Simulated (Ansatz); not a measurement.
# Yb in Ansatz: the effect of functional

The system is Yb.

```xyz
1
Lattice="0.0000 2.7792 2.7792 2.7792 0.0000 2.7792 2.7792 2.7792 0.0000" Properties=species:S:1:pos:R:3 pbc="T T T"
Yb    0.0000    0.0000    0.0000
```

The cell isn't the ideal one: volume scaled by 1.04.

Alike in all runs:

```yaml
Program: Ansatz 0.2.0
Task: single point
Potentials_or_basis: Ansatz PAW
k_mesh: 8 × 8 × 8
Occupations: fermi-dirac, width 0.05 eV
Spin: collinear spin, ferromagnetic start
Starting_moments: "[1.0] μB"
```

```tsv
functional	cutoff	pressure (GPa)
LDA	420 eV (not typed: the program's choice for these potentials)	?
r2SCAN	500 eV (not typed: the program's choice for these potentials)	-2.8
PBE	420 eV (not typed: the program's choice for these potentials)	-2.5
```

Q: What does the run with functional LDA give?

A: Pressure -4.6 GPa.

Caveats: the starting moments weren't kept; the PAW data sets come from PBE, with cores solved anew for the run's functional, which leaves a small shift of forces and pressure (some runs); the magnetic or orbital state may not be the lowest (some runs).
